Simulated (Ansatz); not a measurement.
Runs of Ansatz 0.2.0 on B. It takes space group Pm-3m (No. 221, cubic). The conventional cell has a = 1.885 Å, b = 1.885 Å, c = 1.885 Å, α = 90.00°, β = 90.00°, γ = 90.00°. B (site symmetry m-3m) has 6 B at 1.89 Å as nearest neighbours. The cell was built by a generator and needn't be a form met in nature.

```csv
screening (1/Å),gap on the mesh (eV),pressure (GPa)
0.4,none,(a)
0.1,none,-4.8
0.2,none,-4.5
0.3,none,(b)
0.6,none,-3.0
0.15,none,-4.7
```

Alike in all rows: task single point; level HSE06 form with a typed share of exact exchange; potentials or basis Ansatz PAW; no spin polarisation; cell as given; k mesh 7 × 7 × 7; cutoff (eV) 420; smearing fermi-dirac 0.05 eV; the mesh is coarse, so values aren't converged.

Problem. Estimate the missing entries.

Solution. (a) -3.7; (b) -4.1.

Caveats: all runs use coarse meshes; the PAW data sets come from PBE, with cores solved anew for the run's functional, which leaves a small shift of forces and pressure; the thresholds are loose for stress.

A gap of «none» marks a metal or a gap under the smearing width.
